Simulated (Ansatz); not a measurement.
## Band structure of BeTe

```
Be Te
1.0
     0.00000    2.68006    2.68006
     2.68006    0.00000    2.68006
     2.68006    2.68006    0.00000
Be Te
1 1
Direct
  0.00000 0.00000 0.00000
  0.50000 0.50000 0.50000
```

Atoms are numbered in the order listed.

The conventional cell has a = 5.360 Å, b = 5.360 Å, c = 5.360 Å, α = 90.00°, β = 90.00°, γ = 90.00°. Be (atom 1) has 6 Te at 2.68 Å as nearest neighbours. Te (atom 2) has 6 Be at 2.68 Å as nearest neighbours.

The structure comes from a relaxation in the same program, started in the rocksalt type, and has space group Fm-3m. Whether it is a known phase or the ground state wasn't checked.

No spin–orbit coupling, which matters for the heavy atoms here.

These are results of DFT, PBE, all-electron LAPW, scalar-relativistic (Ansatz 0.2.0), not measurements.

Settings: a Γ-centred 13×13×13 k mesh, Fermi–Dirac smearing of 0.05 eV, basis error target 1 meV/atom, no spin polarisation.

Points in fractions of the reciprocal vectors of this cell: Γ (0, 0, 0), X (0.5, 0, 0.5), U (0.625, 0.25, 0.625), K (0.375, 0.375, 0.75), L (0.5, 0.5, 0.5), W (0.5, 0.25, 0.75). The path joins them by straight lines in the order Γ–X–U–K–Γ–L–W–X; legs that retrace an earlier one aren't tabulated. Energies are in eV from the Fermi level.

**Question.** List the levels at X between -20 and 2.5 eV.

**Answer.** -10.59, -6.02, -2.99 (×2), -0.91.

**Question.** List the levels at K between -20 and 2.5 eV.

**Answer.** -10.64, -5.43, -4.98, -2.34, 0.57.

**Question.** List the levels at Γ between -20 and 2.5 eV.

**Answer.** -13.34, -0.24 (×3).

**Question.** What is the band gap?

**Answer.** none: bands cross the Fermi level, a metal.
